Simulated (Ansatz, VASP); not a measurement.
# CsH in VASP and in Ansatz

```
Cs H
1.0
     0.00000    3.18800    3.18800
     3.18800    0.00000    3.18800
     3.18800    3.18800    0.00000
Cs H
1 1
Direct
  0.00000 0.00000 0.00000
  0.50000 0.50000 0.50000
```

Alike in both runs: functional r2SCAN; k mesh 8 × 8 × 8; occupations fermi-dirac, width 0.02 eV; no spin polarisation.

Ansatz relaxed the structure, and its values are those at the end. VASP's run is a single point on that final structure, the one shown.

```csv
,VASP,Ansatz
version,VASP 6.6.1,Ansatz 0.2.0
potentials or method,"VASP PAW PBE potentials, release 64 (Cs_sv, H)",PAW plane waves
plane-wave cutoff (eV),520,500
valence electrons in the cell,10,10
```

VASP gave:

| Property | Result |
| --- | --- |
| gap on the k mesh at the Fermi level (eV) | 2.66 |
| pressure (GPa) | 0.0 |

Q: Which values does Ansatz return?

A: gap on the k mesh at the Fermi level (eV): 2.68; pressure (GPa): 0.0.

Caveats: the PAW data sets were made with another functional, which shifts forces and pressure a little (VASP); spin-orbit coupling is left out, which moves the levels of the heavy elements. r2SCAN opens gaps a little over a GGA but as a rule still falls short of measured ones. A k mesh can miss the band edges.
